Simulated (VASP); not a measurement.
# Ge in VASP: relaxation of the atoms with PBEsol

Aim: the relaxation of the atoms of Ge with PBEsol.

Everything below comes from runs of VASP 6.6.1. Logs are shortened: lines on timing, memory, paths and dates and some standing lists are left out, and cuts for length are marked.

## 1. The structure

The cell holds a slab with vacuum, 8 atoms: a = 4.001 Å, b = 8.001 Å, c = 20.443 Å, α = 90.00°, β = 90.00°, γ = 90.00°.

The slab is cut from a database's or a generator's crystal, which needn't be the stable form of the element.

## 2. Relaxation of the atoms, PBEsol

The input, INCAR:

```
SYSTEM = Ge
  PREC = Accurate
  ENCUT = 520
  EDIFF = 1E-6
  ISMEAR = 1
  SIGMA = 0.1
  LREAL = .FALSE.
  LASPH = .TRUE.
  NELM = 60
  ALGO = Normal
  ISIF = 2
  LWAVE = .FALSE.
  LCHARG = .FALSE.
  LDIPOL = .TRUE.
  IDIPOL = 3
  DIPOL = 0.5 0.5 0.500
  GGA = PS
  IBRION = 2
  NSW = 100
  EDIFFG = -0.015
  KPAR = 8
```

The input, KPOINTS:

```
Automatic mesh
0
G
  8 4 1
  0 0 0
```

The input, POSCAR:

```
Ge
1.0
    4.0006828890      0.0000000000      0.0000000000
    0.0000000000      8.0013657770      0.0000000000
    0.0000000000      0.0000000000     20.4433650000
Ge
8
Direct
    0.5000000000      0.3450000000      0.4206743851
    0.0000000000      0.2500000000      0.4654055240
    0.0000000000      0.0000000000      0.5345944760
    0.5000000000      0.0950000000      0.6086749906
    0.5000000000      0.6550000000      0.3913250094
    0.0000000000      0.7500000000      0.4654055240
    0.0000000000      0.5000000000      0.5345944760
    0.5000000000      0.4050000000      0.5793256149
```

Potentials or basis: VASP PAW PBE potentials, release 64 (Ge_d).

The run is started by

```console
$ cat potpaw_PBE.64/Ge_d/POTCAR > POTCAR
$ mpirun -np 8 vasp_std > vasp.out
```

OUTCAR:

```text
SYSTEM = Ge
   PREC = Accurate
   ENCUT = 520
   EDIFF = 1E-6
   ISMEAR = 1
   LREAL = .FALSE.
   LASPH = .TRUE.
   NELM = 60
   ISIF = 2
   GGA = PS
   IBRION = 2
   NSW = 100
   EDIFFG = -0.015

 ion  position               nearest neighbor table
   1  0.500  0.345  0.421-   2 2.33   2 2.33   5 2.55
   2  0.000  0.250  0.465-   1 2.33   1 2.33   7 2.45   3 2.45
   3  0.000  0.000  0.535-   2 2.45   6 2.45   4 2.62   4 2.62
   4  0.500  0.095  0.609-   8 2.55   3 2.62   3 2.62
   5  0.500  0.655  0.391-   1 2.55   6 2.62   6 2.62
   6  0.000  0.750  0.465-   3 2.45   7 2.45   5 2.62   5 2.62
   7  0.000  0.500  0.535-   8 2.33   8 2.33   2 2.45   6 2.45
   8  0.500  0.405  0.579-   7 2.33   7 2.33   4 2.55

  LATTYP: Found a simple orthorhombic cell.
 ALAT       =     4.0006828890
 B/A-ratio  =     1.9999999998
 C/A-ratio  =     5.1099688646

  Lattice vectors:

 A1 = (   4.0006828890,   0.0000000000,   0.0000000000)
 A2 = (   0.0000000000,   8.0013657770,   0.0000000000)
 A3 = (   0.0000000000,   0.0000000000,  20.4433650000)

Analysis of symmetry for initial positions (statically):
=====================================================================
 Subroutine PRICEL returns:
 Original cell was already a primitive cell.

 Routine SETGRP: Setting up the symmetry group for a
 simple orthorhombic supercell.

 Subroutine GETGRP returns: Found  4 space group operations
 (whereof  2 operations were pure point group operations)
 out of a pool of  8 trial point group operations.

The static configuration has the point symmetry C_1h.
 The point group associated with its full space group is C_2h.

Analysis of symmetry for dynamics (positions and initial velocities):
=====================================================================
 Subroutine PRICEL returns:
 Original cell was already a primitive cell.

 Routine SETGRP: Setting up the symmetry group for a
 simple orthorhombic supercell.

 Subroutine GETGRP returns: Found  4 space group operations
 (whereof  2 operations were pure point group operations)
 out of a pool of  8 trial point group operations.

The dynamic configuration has the point symmetry C_1h.
 The point group associated with its full space group is C_2h.

 Subroutine INISYM returns: Found  4 space group operations
 (whereof  2 operations are pure point group operations),
 and found     1 'primitive' translations

----------------------------------------------------------------------------------------

                                     Primitive cell

  volume of cell :     654.4111

  direct lattice vectors                    reciprocal lattice vectors
     4.000682889  0.000000000  0.000000000     0.249957327  0.000000000  0.000000000
     0.000000000  8.001365777  0.000000000     0.000000000  0.124978663  0.000000000
     0.000000000  0.000000000 20.443365000     0.000000000  0.000000000  0.048915626

  length of vectors
     4.000682889  8.001365777 20.443365000     0.249957327  0.124978663  0.048915626

  position of ions in fractional coordinates (direct lattice)
     0.500000000  0.345000000  0.420674385
     0.000000000  0.250000000  0.465405524
     0.000000000  0.000000000  0.534594476
     0.500000000  0.095000000  0.608674991
     0.500000000  0.655000000  0.391325009
     0.000000000  0.750000000  0.465405524
     0.000000000  0.500000000  0.534594476
     0.500000000  0.405000000  0.579325615

  ion indices of the primitive-cell ions
   primitive index   ion index
                 1           1
                 2           2
                 3           3
                 4           4
                 5           5
                 6           6
                 7           7
                 8           8

----------------------------------------------------------------------------------------
[... 43 lines left out ...]
   number of dos      NEDOS =    301   number of ions     NIONS =      8
   total plane-waves  NPLWV = 288000
   dimension x,y,z NGX =    30 NGY =   60 NGZ =  160
   dimension x,y,z NGXF=    60 NGYF=  120 NGZF=  320
   ions per type =               8
   NGX,Y,Z   is equivalent  to a cutoff of  12.47, 12.47, 13.01 a.u.
   NGXF,Y,Z  is equivalent  to a cutoff of  24.93, 24.93, 26.02 a.u.
 SYSTEM =  Ge
   PREC   = accura    normal or accurate (medium, high low for compatibility)
   ISTART =      0    job   : 0-new  1-cont  2-samecut
   ICHARG =      2    charge: 1-file 2-atom 10-const
   ISPIN  =      1    spin polarized calculation?
   LNONCOLLINEAR =      F non collinear calculations
   LSORBIT =      F    spin-orbit coupling
   LASPH  =      T    aspherical Exc in radial PAW
   ENCUT  =  520.0 eV  38.22 Ry    6.18 a.u.   7.44 14.88 38.01*2*pi/ulx,y,z
   NELM   =     60;   NELMIN=  2; NELMDL= -5     # of ELM steps
   EDIFF  = 0.1E-05   stopping-criterion for ELM
   LREAL  =      F    real-space projection
   EDIFFG = -.1E-01   stopping-criterion for IOM
   NSW    =    100    number of steps for IOM
   IBRION =      2    ionic relax: 0-MD 1-quasi-New 2-CG
   NFREE  =      1    steps in history (QN), initial steepest desc. (CG)
   ISIF   =      2    stress and relaxation
   ISYM   =      2    0-nonsym 1-usesym 2-fastsym
   POTIM  = 0.5000    time-step for ionic-motion
   TEBEG  =    0.0;   TEEND  =   0.0 temperature during run
   PSTRESS=    0.0 pullay stress
   NELECT =     112.0000    total number of electrons
   NUPDOWN=      -1.0000    fix difference up-down
   EMIN   =  10.00;   EMAX   =-10.00  energy-range for DOS
   EFERMI =   0.00;   METHOD = LEGACY
   ISMEAR =     1;   SIGMA  =   0.10  broadening in eV -4-tet -1-fermi 0-gaus
   EFERMI_NEDOS =   21; number of points for ismear=-14 and -15
   IALGO  =     38    algorithm
   IMIX   =      4    mixing-type and parameters
     AMIX     =   0.40;   BMIX     =  1.00
     AMIX_MAG =   1.60;   BMIX_MAG =  1.00
  volume/ion in A,a.u.               =      81.80       552.02
  Fermi-wavevector in a.u.,A,eV,Ry     =   0.908930  1.717629 11.240514  0.826154
  Thomas-Fermi vector in A             =   2.032915
   LORBIT       =      0    0 simple, 1 ext, 2 COOP (PROOUT), +10 PAW based schemes
   GGA     = PS    functional components
   LHFCALC =     F    Hartree Fock is set to
   AEXX    =    0.0000 exact exchange contribution
   IVDW    =     0    specifies the selected vdW correction
   LEPSILON=     F    determine dielectric tensor
   LRPA    =     F    only Hartree local field effects (RPA)
 conjugate gradient relaxation of ions
 non-spin polarized calculation
 Methfessel and Paxton  Order N= 1 SIGMA  =   0.10
  energy-cutoff  :      520.00
  volume of cell :      654.41
 maximum number of plane-waves:     17671
 NGX is ok and might be reduce to    30
   NGX = 15   NGY = 29   NGZ = 77

--------------------------------------- Ionic step        1  -------------------------------------------

 number of electron     111.9999946 magnetization

 Free energy of the ion-electron system (eV)
  ---------------------------------------------------
  ext. energy  EPLUGINS =         0.00000000
  ---------------------------------------------------
  free energy    TOTEN  =       -34.81634079 eV

  energy without entropy =      -34.81648424  energy(sigma->0) =      -34.81638861

------------------------ aborting loop because EDIFF is reached ----------------------------------------

  FORCE on cell =-STRESS in cart. coord.  units (eV):
  Direction    XX          YY          ZZ          XY          YZ          ZX
  --------------------------------------------------------------------------------------
  -------------------------------------------------------------------------------------
  Total        5.2210471     -0.7820237      0.6530992      0.0000000     -3.8657607      0.0000000
  in kB       12.7825517     -1.9146080      1.5989656      0.0000000     -9.4644398      0.0000000
  external PRESSURE =       4.1556364 kB  Pullay stress =       0.0000000 kB
[... 107 lines left out ...]
  FREE ENERGIE OF THE ION-ELECTRON SYSTEM (eV)
  ---------------------------------------------------
  free  energy   TOTEN  =       -35.1548639363 eV

  energy  without entropy=      -35.1482961541  energy(sigma->0) =      -35.15267468

[... ionic steps 4 to 23 ...]

--------------------------------------- Ionic step       24  -------------------------------------------

 number of electron     111.9999957 magnetization

------------------------ aborting loop because EDIFF is reached ----------------------------------------
[... 31 lines left out ...]
  FREE ENERGIE OF THE ION-ELECTRON SYSTEM (eV)
  ---------------------------------------------------
  free  energy   TOTEN  =       -35.7879927191 eV

  energy  without entropy=      -35.7885479307  energy(sigma->0) =      -35.78817779

 dipolmoment           0.000000      0.000000      0.000000 electrons x Angstroem

--------------------------------------- Ionic step       25  -------------------------------------------

 number of electron     111.9999957 magnetization

------------------------ aborting loop because EDIFF is reached ----------------------------------------
[... 37 lines left out ...]
--------------------------------------- Ionic step       26  -------------------------------------------

 number of electron     111.9999962 magnetization

 dipolmoment           0.000000      0.000000     -0.000000 electrons x Angstroem

 Free energy of the ion-electron system (eV)
  ---------------------------------------------------
  ext. energy  EPLUGINS =         0.00000000
  ---------------------------------------------------
  free energy    TOTEN  =       -35.78805908 eV

  energy without entropy =      -35.78855867  energy(sigma->0) =      -35.78822561

 E-fermi :  -2.1167     XC(G=0):  -3.4709

 val. band max:       -2.1489511317   @ k =   0.0000   0.0000   0.0000
 cond. band min:      -2.1154368333   @ k =   0.0000   0.2500   0.0000
 fundamental gap:      0.0335142984
 Fermi energy:        -2.1167277953

 k-point     1 :       0.0000    0.0000    0.0000
  band No.  band energies     occupation
      1     -26.7528      2.00000
      2     -26.7426      2.00000
      3     -26.7336      2.00000
      4     -26.6953      2.00000
      5     -26.6898      2.00000
      6     -26.6790      2.00000
[... 1039 lines left out ...]
     66       3.2020      0.00000
     67       3.6182      0.00000

------------------------ aborting loop because EDIFF is reached ----------------------------------------

 vacuum level on the upper side and lower side of the slab       (xc-potential included)        -0.009        -0.009

  FORCE on cell =-STRESS in cart. coord.  units (eV):
  Direction    XX          YY          ZZ          XY          YZ          ZX
  --------------------------------------------------------------------------------------
  -------------------------------------------------------------------------------------
  Total        0.6782403     -1.8268679     -0.0671420      0.0000000     -0.0342377      0.0000000
  in kB        1.6605179     -4.4726724     -0.1643820      0.0000000     -0.0838233      0.0000000
  external PRESSURE =      -0.9921788 kB  Pullay stress =       0.0000000 kB
[... 23 lines left out ...]
  FREE ENERGIE OF THE ION-ELECTRON SYSTEM (eV)
  ---------------------------------------------------
  free  energy   TOTEN  =       -35.7880590815 eV

  energy  without entropy=      -35.7885586653  energy(sigma->0) =      -35.78822561

 reached required accuracy - stopping structural energy minimisation

 vacuum level on the upper side and lower side of the slab         2.552         2.552
```

It took 41 min on 8 MPI ranks of Intel Xeon Platinum 8488C (Sapphire Rapids), shared host; peak memory 0.94 GiB.

Results:

```
Free energy                  : -35.7881 eV
Energy gained by relaxing    : 121.5 meV/atom
Ionic steps                  : 26
Largest force after relaxing : 0.008 eV/Å
Band gap on the k mesh       : none (metal or under the smearing width)
```

Forces in eV/Å, atoms in the order of the input:
```
Ge   0.000  0.008 -0.001
Ge   0.000 -0.001  0.004
Ge   0.000  0.006  0.003
Ge   0.000 -0.004  0.001
Ge   0.000  0.004 -0.001
Ge   0.000 -0.006 -0.003
Ge   0.000  0.001 -0.004
Ge   0.000 -0.008  0.001
```

The path:
```
step  energy change (eV)  largest force (eV/Å)  pressure (GPa)
   1              0.0000                1.4689            0.42
   2             -0.2992                0.6230            0.23
   3             -0.3385                0.6832            0.19
   4             -0.4588                0.5641            0.07
   5             -0.5174                0.6262           -0.03
   6             -0.5992                0.4622           -0.09
   7             -0.7002                0.7413           -0.22
   8             -0.7769                0.4733           -0.26
   9             -0.8567                0.5875           -0.31
  10             -0.8592                0.6894           -0.33
  11             -0.9169                0.3053           -0.36
  12             -0.9255                0.3641           -0.37
  13             -0.9541                0.1639           -0.35
  14             -0.9566                0.1376           -0.34
  15             -0.9619                0.0846           -0.30
  16             -0.9648                0.1077           -0.25
  17             -0.9686                0.0687           -0.20
  18             -0.9689                0.0707           -0.18
  19             -0.9709                0.0433           -0.14
  20             -0.9712                0.0414           -0.12
  21             -0.9713                0.0411           -0.11
  22             -0.9716                0.0215           -0.10
  23             -0.9717                0.0175           -0.10
  24             -0.9717                0.0181           -0.10
  25             -0.9717                0.0178           -0.10
  26             -0.9717                0.0084           -0.10
```

Final structure:
```
Ge
1.0
     4.00068    0.00000    0.00000
     0.00000    8.00137    0.00000
     0.00000    0.00000   20.44337
Ge
8
Direct
  0.50000 0.41386 0.42968
  0.00000 0.24761 0.45413
  0.00000 0.00580 0.53197
  0.50000 0.03947 0.60693
  0.50000 0.71053 0.39307
  0.00000 0.74420 0.46803
  0.00000 0.50239 0.54587
  0.50000 0.33614 0.57032
```

Caveat: the PAW data sets were made with another functional, which shifts forces and pressure a little.
